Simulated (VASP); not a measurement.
Nb, 1 atom in the cell. It takes space group Fm-3m (No. 225, cubic). Conventional cell: a = 4.230 Å, b = 4.230 Å, c = 4.230 Å, α = 90.00°, β = 90.00°, γ = 90.00°. Around Nb (site symmetry m-3m) lie 12 Nb at 2.99 Å. This isn't the form of Nb at room conditions, which is bcc.

| Quantity | Value |
| --- | --- |
| Program | VASP 6.6.1 |
| Task | relaxation of cell and atoms |
| Functional | PBEsol |
| Potentials or basis | VASP PAW PBE potentials, release 64 (Nb_sv) |
| Cutoff | 600 eV |
| k mesh | 10 × 10 × 10 |
| Occupations | fermi-dirac, width 0.05 eV |
| Spin | no spin polarisation |
| Ladder | gaps |
| Further INCAR settings | ALGO = Fast; EDIFF = 1e-07; IBRION = 2; EDIFFG = -0.005; NSW = 40; ISIF = 3 |

Potentials or basis: VASP PAW PBE potentials, release 64 (Nb_sv).

Launch:

```sh
$ cat potpaw_PBE.64/Nb_sv/POTCAR > POTCAR
$ mpirun -np 1 vasp_std > vasp.out
```

Hardware: 1 thread of AMD EPYC 7R13 Processor (Zen 3) (shared host).

Q: How long does it take, and how much memory?

A: Run time: 100 s on 1 thread of AMD EPYC 7R13 Processor (Zen 3), with other jobs on the host, peak memory 0.12 GiB. Counts: scf iterations 132, k points 47, ion steps 6.
